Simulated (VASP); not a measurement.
Wanted: the native input for a VASP 6.6.1 run.

```yaml
Task: single point
Functional: PBE
Potentials_or_basis: VASP PAW PBE potentials, release 64 (Hf_pv, N)
Cutoff: 520 eV
k_mesh: 6 × 6 × 4
Occupations: gaussian, width 0.1 eV
Spin: no spin polarisation
Dipole_correction: no
Further_INCAR_settings: ALGO = Fast; EDIFF = 1e-06; NBANDS = 23
```

The structure of HfN lies in POSCAR:

```
HfN
1.0
    3.1339080219      0.0000000000      0.0000000000
   -1.5669540110      2.7140439601      0.0000000000
    0.0000000000      0.0000000000      5.4167677200
Hf N
2 2
Direct
    0.6666666700      0.3333333300      0.7500000000
    0.3333333300      0.6666666700      0.2500000000
    0.0000000000      0.0000000000      0.0000000000
    0.0000000000      0.0000000000      0.5000000000
```

The cell comes from a database or a generator and needn't be the stable form of this composition.

The input as run:

INCAR

```
  ALGO = Fast
  EDIFF = 1E-6
  ENCUT = 520
  GGA = PE
  ISIF = 2
  ISMEAR = 0
  LASPH = T
  LCHARG = F
  LREAL = F
  LWAVE = F
  NBANDS = 23
  NELM = 80
  PREC = Accurate
  SIGMA = 0.1
```

KPOINTS

```
k-points
0
Gamma
  6 6 4
```

Potentials or basis: VASP PAW PBE potentials, release 64 (Hf_pv, N).

Run with:

```console
$ cat potpaw_PBE.64/Hf_pv/POTCAR potpaw_PBE.64/N/POTCAR > POTCAR
$ mpirun -np 1 vasp_std > vasp.out
```

It gave:

```json
{
  "Pressure": "3.9 GPa",
  "Band gap on the k mesh": "none (metal or under the smearing width)"
}
```

Caveat: the k mesh is coarse (spacing up to 0.39 Å⁻¹), so the values aren't converged.

Wall time 26 s on 1 thread of AMD EPYC 7R13 Processor (Zen 3), with other jobs on the host, peak memory 0.13 GiB.
